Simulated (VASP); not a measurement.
Here is a VASP 6.6.1 calculation.

The input INCAR:

```
SYSTEM = GaSb
PREC = Accurate
ENCUT = 600
EDIFF = 1E-6
ISMEAR = -1
SIGMA = 0.05
LREAL = .FALSE.
LASPH = .TRUE.
NELM = 80
ALGO = Normal
ISIF = 3
LWAVE = .FALSE.
LCHARG = .FALSE.
GGA = PE
IVDW = 12
IBRION = 2
NSW = 60
EDIFFG = -0.01
```

KPOINTS

```
Automatic mesh
0
G
  8 8 8
  0 0 0
```

The input POSCAR:

```
GaSb
1.0
    0.0000000000      3.0590000000      3.0590000000
    3.0590000000      0.0000000000      3.0590000000
    3.0590000000      3.0590000000      0.0000000000
Sb Ga
1 1
Direct
    0.7500000000      0.7500000000      0.7500000000
    0.0000000000      0.0000000000      0.0000000000
```

Potentials or basis: VASP PAW PBE potentials, release 64 (Sb, Ga_d).

The run is started by

```bash
$ cat potpaw_PBE.64/Sb/POTCAR potpaw_PBE.64/Ga_d/POTCAR > POTCAR
$ mpirun -np 1 vasp_std > vasp.out
```

**Question.** Predict the space group after relaxing (to 0.05 Å).

**Answer.** F-43m (No. 216).

**Question.** Predict the band gap on the k mesh.

**Answer.** None (metal or under the smearing width).

The path:
| step | energy change (eV) | largest force (eV/Å) | pressure (GPa) | volume (Å³) |
| --- | --- | --- | --- | --- |
| 1 | 0.0000 | 0.0000 | 0.35 | 57.25 |
| 2 | -0.0004 | 0.0000 | -0.09 | 57.77 |
| 3 | -0.0004 | 0.0000 | 0.06 | 57.66 |
| 4 | -0.0004 | 0.0000 | -0.08 | 57.70 |
| 5 | -0.0004 | 0.0000 | 0.01 | 57.68 |

Caveat: pairwise dispersion overbinds metals, which lowers pressure and volume; this crystal is a semiconductor, whose small gap the functional closes, so the metal is an error of the method. Zero-point motion and thermal expansion aren't in these numbers.
